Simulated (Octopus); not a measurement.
# MgO (P6_3/mmc) in Octopus: reference runs

Aim: a first look at MgO with PBEsol, on the cell as given.

Program: Octopus 16.4. These are calculated values, not measurements. Logs are shortened: lines on timing, memory, paths and dates and some standing lists are left out, and cuts for length are marked.

### Step 1. The crystal as given

The structure is hexagonal, space group P6_3/mmc (No. 194). Conventional cell: a = 3.486 Å, b = 3.486 Å, c = 4.178 Å, α = 90.00°, β = 90.00°, γ = 120.00°. Around Mg (site symmetry -6m2) lie 5 O at 2.01 to 2.09 Å. Around O (site symmetry -6m2) lie 5 Mg at 2.01 to 2.09 Å.

Measurements of this composition are mostly on another form, of space group No. 225.

### Step 2. Single point, PBEsol

File inp:

```
CalculationMode = gs
UnitsOutput = eV_Angstrom
PeriodicDimensions = 3
ExperimentalFeatures = yes
PseudopotentialSet = pseudodojo_pbesol
%LatticeParameters
 1*angstrom | 1*angstrom | 1*angstrom
%
%LatticeVectors
 3.4863778627 | 0 | 0
 -1.7431889314 | 3.0192917963 | 0
 0 | 0 | 4.17804122
%
%ReducedCoordinates
 "Mg" | 0.3333333333 | 0.6666666667 | 0.25
 "Mg" | 0.6666666667 | 0.3333333333 | 0.75
 "O" | 0.3333333333 | 0.6666666667 | 0.75
 "O" | 0.6666666667 | 0.3333333333 | 0.25
%
%Spacing
 0.12451350*angstrom | 0.12451350*angstrom | 0.12288357*angstrom
%
DerivativesOrder = 8
%KPointsGrid
 9 | 9 | 7
%
KPointsUseSymmetries = yes
XCFunctional = gga_x_pbe_sol + gga_c_pbe_sol
SmearingFunction = fermi_dirac
Smearing = 0.05*eV
ExtraStates = 8
Eigensolver = chebyshev_filter
ConvRelDens = 3e-7
MaximumIter = 120
```

Potentials or basis: pseudodojo_pbesol (PseudoDojo 0.4, PBEsol).

Run with:

```bash
OMP_NUM_THREADS=1 octopus > out.log
```

out.log:

```text
Running octopus

[... 13 lines left out ...]

Input: [AllElectronType = no]
Input: [PseudopotentialSet = pseudodojo_pbesol]
Reading Coordinates from ReducedCoordinates block

****************************** Species *******************************
  Species 'Mg'
    type             : pseudopotential
    file             : 'Mg.upf'
    file format      : UPF2
    valence charge   : 10.0
    atomic number    :  12
    form on file     : kleinman-bylander
    lmax             : 1
    llocal           : -1
    projectors per l : 2
    total projectors : 4
    application form : kleinman-bylander
    orbitals         :  5
    bound orbitals   :  5

  Species 'O'
    type             : pseudopotential
    file             : 'O.upf'
    file format      : UPF2
    valence charge   : 6.0
    atomic number    :   8
    form on file     : kleinman-bylander
    lmax             : 2
    llocal           : -1
    projectors per l : 2
    total projectors : 6
    application form : kleinman-bylander
    orbitals         :  4
    bound orbitals   :  4

**********************************************************************

***************************** Symmetries *****************************
Space group No.  194
International: P6_3/mmc
Schoenflies: D6h^4
Info: The system has    12 symmorphic symmetries that can be used.
  Index                Rotation matrix                      Fractional translations
    1 :     1   0   0     0   1   0     0   0   1      0.000000    0.000000    0.000000
    2 :    -1   0   0     0  -1   0     0   0  -1      0.000000    0.000000    0.000000
    3 :     0   1   0    -1  -1   0     0   0   1      0.000000    0.000000    0.000000
    4 :     0  -1   0     1   1   0     0   0  -1      0.000000    0.000000    0.000000
    5 :    -1  -1   0     1   0   0     0   0   1      0.000000    0.000000    0.000000
    6 :     1   1   0    -1   0   0     0   0  -1      0.000000    0.000000    0.000000
    7 :    -1  -1   0     0   1   0     0   0  -1      0.000000    0.000000    0.000000
    8 :     1   1   0     0  -1   0     0   0   1      0.000000    0.000000    0.000000
    9 :     0   1   0     1   0   0     0   0  -1      0.000000    0.000000    0.000000
   10 :     0  -1   0    -1   0   0     0   0   1      0.000000    0.000000    0.000000
   11 :     1   0   0    -1  -1   0     0   0  -1      0.000000    0.000000    0.000000
   12 :    -1   0   0     1   1   0     0   0   1      0.000000    0.000000    0.000000
Info: The system also has    12 nonsymmorphic symmetries (not used for electrons).
    1 :     1   1   0    -1   0   0     0   0   1      0.000000   -0.000000   -0.500000
    2 :    -1  -1   0     1   0   0     0   0  -1      0.000000    0.000000   -0.500000
    3 :    -1   0   0     0  -1   0     0   0   1      0.000000    0.000000   -0.500000
    4 :     1   0   0     0   1   0     0   0  -1      0.000000    0.000000   -0.500000
    5 :     0  -1   0     1   1   0     0   0   1      0.000000    0.000000   -0.500000
    6 :     0   1   0    -1  -1   0     0   0  -1      0.000000    0.000000   -0.500000
    7 :     0  -1   0    -1   0   0     0   0  -1      0.000000    0.000000   -0.500000
    8 :     0   1   0     1   0   0     0   0   1      0.000000   -0.000000   -0.500000
    9 :    -1   0   0     1   1   0     0   0  -1      0.000000    0.000000   -0.500000
   10 :     1   0   0    -1  -1   0     0   0   1      0.000000    0.000000   -0.500000
   11 :     1   1   0     0  -1   0     0   0  -1      0.000000    0.000000   -0.500000
   12 :    -1  -1   0     0   1   0     0   0   1      0.000000    0.000000   -0.500000
**********************************************************************

Input: [CurvMethod = curv_affine]
Input: [DerivativesStencil = stencil_stargeneral]

****************************** Lattice *******************************
  Lattice Vectors [A]
    3.486378    0.000000    0.000000
[... 145 lines left out ...]
    non-local part =  1.1 A
    orbitals       =  5.9 A

Info: Pseudopotential for O
  Radii for localized parts:
    local part     =  1.2 A
    non-local part =  1.1 A
    orbitals       =  3.8 A

Input: [RelativisticCorrection = non_relativistic]
[... 11 lines left out ...]
      Block       2 contains       4 states:       5 -       8
      Block       3 contains       4 states:       9 -      12
      Block       4 contains       4 states:      13 -      16
      Block       5 contains       4 states:      17 -      20
      Block       6 contains       4 states:      21 -      24
Info: Ground-state allocation done.
Info: Could not find 'restart/gs' directory for restart.
[... 18 lines left out ...]
** Warning:
**   Cannot do LCAO for all states because there are not enough atomic orbitals.
**   Required: 24. Available: 18. 6 orbitals will be randomized.

Info: Unnormalized total charge =     32.001703
Info: Renormalized total charge =     32.000000

** Warning:
**   Symmetrization discrepancy ratio (scalar) =  1.92011E-05

Info: Setting up Hamiltonian.
Info: Performing initial LCAO calculation with     18 orbitals.
Info: Getting Hamiltonian matrix elements.

Eigenvalues [eV]
 #st  Spin   Eigenvalue      Occupation
#k =       1, k = (  0.000000,  0.000000,  0.000000)
   1   --   -72.118167       2.000000
   2   --   -72.104175       2.000000
   3   --   -39.198964       2.000000
   4   --   -39.137132       2.000000
   5   --   -39.136209       2.000000
   6   --   -39.113011       2.000000
[... 10 lines left out ...]
  17   --     1.700204       2.000000
  18   --     8.541023       0.000000
#k =       2, k = (  0.111111,  0.000000,  0.000000)
   1   --   -72.085076       2.000000
   2   --   -72.071898       2.000000
   3   --   -38.929588       2.000000
   4   --   -38.869691       2.000000
   5   --   -38.843138       2.000000
   6   --   -38.837315       2.000000
[... 10 lines left out ...]
  17   --     2.133546       1.999998
  18   --     8.877416       0.000000
[... 67 further k-points ...]
Fermi energy =     2.833130 eV
Generating random wavefunctions for states       19 and above
Orthogonalizing wavefunctions.
Info: Ground-state restart information will be written to 'restart/gs'.
Info: SCF using complex wavefunctions.
Info: Starting SCF iteration.

** Warning:
**   Symmetrization discrepancy ratio (scalar) =  8.81112E-03

*********************** SCF CYCLE ITER #    1 ************************
 etot  = -4.21700677E+03 abs_ev   =  1.07E+02 rel_ev   =  1.18E-01
 ediff =        1.55E+02 abs_dens =  3.83E+00 rel_dens =  1.20E-01
Matrix vector products: 1725
Converged eigenvectors: 0

#  State  KPoint  Eigenvalue [eV]  Occupation    Error
      1       1      -72.120093    2.000000   ( 1.3E-06)
      1       2      -72.119616    2.000000   ( 4.6E-05)
      1       3      -72.119387    2.000000   ( 2.2E-05)
      1       5      -72.118947    2.000000   ( 2.9E-05)
      1       6      -72.118947    2.000000   ( 4.3E-05)
      1       4      -72.118715    2.000000   ( 8.2E-05)
      1       8      -72.118295    2.000000   ( 6.4E-05)
      1       7      -72.118118    2.000000   ( 5.5E-05)
[... 23 lines left out ...]
     24      21       19.419579    0.000000   ( 2.2E-01)
     24      49       19.459307    0.000000   ( 2.1E-01)
     24      59       19.533556    0.000000   ( 1.9E-01)
     24      34       19.731828    0.000000   ( 2.1E-01)
     24      52       19.750686    0.000000   ( 2.0E-01)
     24      36       19.793088    0.000000   ( 1.9E-01)
     24      51       20.122185    0.000000   ( 1.9E-01)
     24      66       21.049153    0.000000   ( 2.3E-01)

Density of states:

------------------------%---------------------------------------------
------------------------%---------------------------------------------
------------------------%---------------------------------------------
------------------------%---------------------------------------------
------------------------%---------------------------------------------
------------------------%------------------------%--------------------
------------------------%------------------------%--------------------
%-----------------------%-------------%----------%%-------------------
%-----------------------%-------------%---------%%%-----------%%------
%-----------------------%-------------%---------%%%------%%%%%%%%%%%--
                                                    ^

Fermi energy =    -2.111746 eV

**********************************************************************

*********************** SCF CYCLE ITER #    2 ************************
 etot  = -4.14584044E+03 abs_ev   =  2.60E+01 rel_ev   =  2.94E-02
 ediff =        2.62E+00 abs_dens =  1.72E+00 rel_dens =  5.39E-02
Matrix vector products: 1725
Converged eigenvectors: 0
[... 151 lines left out ...]
*********************** SCF CYCLE ITER #   15 ************************
 etot  = -4.13107410E+03 abs_ev   =  1.20E-04 rel_ev   =  1.37E-07
 ediff =        8.14E-06 abs_dens =  3.37E-06 rel_dens =  1.05E-07
Matrix vector products: 1725
Converged eigenvectors: 0

#  State  KPoint  Eigenvalue [eV]  Occupation    Error
      1       1      -73.084193    2.000000   ( 1.2E-07)
      1       2      -73.083765    2.000000   ( 1.1E-07)
      1       3      -73.083553    2.000000   ( 1.3E-07)
      1       6      -73.083158    2.000000   ( 1.3E-07)
      1       5      -73.083158    2.000000   ( 1.3E-07)
      1       4      -73.082955    2.000000   ( 1.4E-07)
      1       8      -73.082577    2.000000   ( 1.1E-07)
      1       7      -73.082413    2.000000   ( 1.3E-07)
[... 23 lines left out ...]
     24      34       15.402862    0.000000   ( 3.9E-02)
     23      69       15.508844    0.000000   ( 1.0E-02)
     24      64       15.607836    0.000000   ( 3.1E-02)
     24      65       15.633801    0.000000   ( 2.9E-02)
     24       9       15.645815    0.000000   ( 9.3E-03)
     24      52       15.712471    0.000000   ( 4.2E-02)
     24      63       16.123800    0.000000   ( 3.6E-02)
     24      69       16.937206    0.000000   ( 4.0E-02)

Density of states:

-------------------------%--------------------------------------------
-------------------------%--------------------------------------------
-------------------------%--------------------------------------------
-------------------------%--------------------------------------------
-------------------------%--------------------------------------------
-------------------------%--------------------------------------------
-------------------------%----------------------------%---------------
%------------------------%-----------------%---------%%----------%----
%------------------------%-----------------%---------%%%---------%%%--
%------------------------%-----------------%--------%%%%----%%%%%%%%--
                                                        ^

Fermi energy =     0.222460 eV

**********************************************************************

Info: SCF converged in   15 iterations

** Warning:
**   Some of the states are not fully converged!

Info: Number of matrix-vector products:      25875
Info: Finished writing information to 'restart/gs'.

Octopus emitted 19 warnings.
```

It took 13 min on 1 thread of AMD EPYC 7R43 (Zen 3), shared host; peak memory 2.1 GiB.

What came out:

```
Free energy            : -4131.0741 eV
Band gap on the k mesh : 3.34 eV, direct
```

Levels at points of the mesh, in eV from the valence-band top:
| k point | band 13 | band 14 | band 15 | band 16 | band 17 | band 18 | band 19 | band 20 |
| --- | --- | --- | --- | --- | --- | --- | --- | --- |
| (0.00, 0.00, 0.00) | -1.73 | -0.80 | -0.80 | 0.00 | 3.34 | 9.41 | 12.10 | 12.45 |

Caveat: an odd mesh through Γ misses points on the zone boundary, where band edges often lie.
